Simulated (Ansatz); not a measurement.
Crystal: PtS2.

```
CELL_PARAMETERS angstrom
3.54320 0.00000 0.00000
-1.77160 3.06850 0.00000
0.00000 0.00000 5.03880
ATOMIC_POSITIONS crystal
Pt 0.00000 0.00000 0.00000
S 0.66667 0.33333 0.77300
S 0.33333 0.66667 0.22700
```

| Item | Value |
| --- | --- |
| Program | Ansatz 0.2.0 |
| Task | relaxation of cell and atoms |
| Functional | PBE0 |
| Potentials or basis | Ansatz PAW |
| Cutoff | 420 eV (not typed: the program's choice for these potentials) |
| k mesh | 6 × 6 × 4 |
| Occupations | fermi-dirac, width 0.05 eV |
| Spin | no spin polarisation |

At the start: volume 18.26 Å³/atom.

Q: How do energy, volume and symmetry change on relaxing?

A: It ends after 17 steps and the volume is 23.60 Å³/atom (+29.2 %); space group P-3m1 (No. 164, to 0.05 Å).

Step by step:
| step | energy change (eV) | largest force (eV/Å) | volume (Å³) |
| --- | --- | --- | --- |
| 1 | 0.0000 | 0.8918 | 54.78 |
| 2 | -0.0846 | 0.2260 | 57.47 |
| 3 | -0.1064 | 0.0037 | 60.60 |
| 4 | -0.1162 | 0.0699 | 62.39 |
| 5 | -0.1166 | 0.0051 | 62.29 |
| 6 | -0.1243 | 0.0076 | 62.29 |
| 7 | -0.1279 | 0.0055 | 63.49 |
| 8 | -0.1322 | 0.0322 | 65.96 |
| 9 | -0.1328 | 0.0067 | 66.80 |
| 10 | -0.1328 | 0.0185 | 68.14 |
| 11 | -0.1329 | 0.0022 | 67.94 |
| 12 | -0.1349 | 0.0029 | 67.94 |
| 13 | -0.1351 | 0.0018 | 68.73 |
| 14 | -0.1350 | 0.0168 | 70.37 |
| 15 | -0.1350 | 0.0023 | 70.69 |
| 16 | -0.1350 | 0.0004 | 70.80 |
| 17 | -0.1356 | 0.0005 | 70.80 |

Final structure:
```
Pt S
1.0
     3.52581    0.00000    0.00000
    -1.76291    3.05344    0.00000
     0.00000    0.00000    6.57673
Pt S
1 2
Cartesian
  0.0000 0.0000 0.0000
  1.7629 1.0178 5.3516
  0.0000 2.0356 1.2251
```

Caveat: the volume moved by over 15 % at a fixed basis, so the end points are rough; the plane-wave basis is chosen anew once the cell has moved, so the energies of steps on either side of that aren't comparable; this functional lacks dispersion, which binds the layers, so the pressure and a relaxed spacing across them are unreliable, and here the layers came unbound; the PAW data sets come from PBE, with cores solved anew for the run's functional, which leaves a small shift of forces and pressure.
